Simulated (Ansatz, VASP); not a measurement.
# One calculation of CsH, two programs

The input INCAR:

```
SYSTEM = CsH
ALGO = Normal
EDIFF = 1E-6
ENCUT = 520
ISIF = 2
ISMEAR = -1
LASPH = .TRUE.
LCHARG = .FALSE.
LREAL = .FALSE.
LWAVE = .FALSE.
NBANDS = 12
NELM = 60
PREC = Accurate
SIGMA = 0.05
```

Contents of KPOINTS:

```
k-points
0
G
  12 12 12
  0 0 0
```

Contents of POSCAR:

```
CsH
1.0
    0.0000000000      2.4191521171      2.4191521171
    2.4191521171      0.0000000000      2.4191521171
    2.4191521171      2.4191521171      0.0000000000
Cs H
1 1
Direct
    0.0000000000      0.0000000000      0.0000000000
    0.5000000000      0.5000000000      0.5000000000
```

Input for Ansatz:

```yaml
crystal:
  lattice:
    - [0.0, 2.4191521171, 2.4191521171]
    - [2.4191521171, 0.0, 2.4191521171]
    - [2.4191521171, 2.4191521171, 0.0]
  atoms:
    - { symbol: Cs, position: [0.0, 0.0, 0.0] }
    - { symbol: H, position: [0.5, 0.5, 0.5] }
kpoints:
  mp_grid: { grid: [12, 12, 12] }
scf:
  occupations: { method: fermi_dirac, width: 0.05 }
hamiltonian:
  xc: lda
  pseudopotentials: { kind: all_electron, lapw: { basis_error: 0.001 } }
output:
  forces: true
  stress: true
  eigenvalues: true
  populations: true
```

Change from the starting cell: volume scaled by 0.5, LAPW.

Alike in both runs: task single point; functional LDA; k mesh 12 × 12 × 12; occupations fermi-dirac, width 0.05 eV; no spin polarisation.

```csv
,VASP,Ansatz
version,VASP 6.6.1,Ansatz 0.2.0
potentials or method,"VASP PAW LDA potentials, release 64 (Cs_sv, H)","all-electron LAPW, scalar-relativistic"
plane-wave cutoff (eV),520,see its input
```

|  | VASP | Ansatz | Ansatz less VASP |
| --- | --- | --- | --- |
| pressure (GPa) | 33.0 | 30.5 | -2.52 |

Ansatz ran all-electron here, so the differences hold the error of VASP's frozen core and of both bases.

Caveats: so large a pressure means that the cell lies far from this level's equilibrium, or that cutoff or potentials fall short (VASP). Spin-orbit coupling is left out, which matters for the levels of Cs.
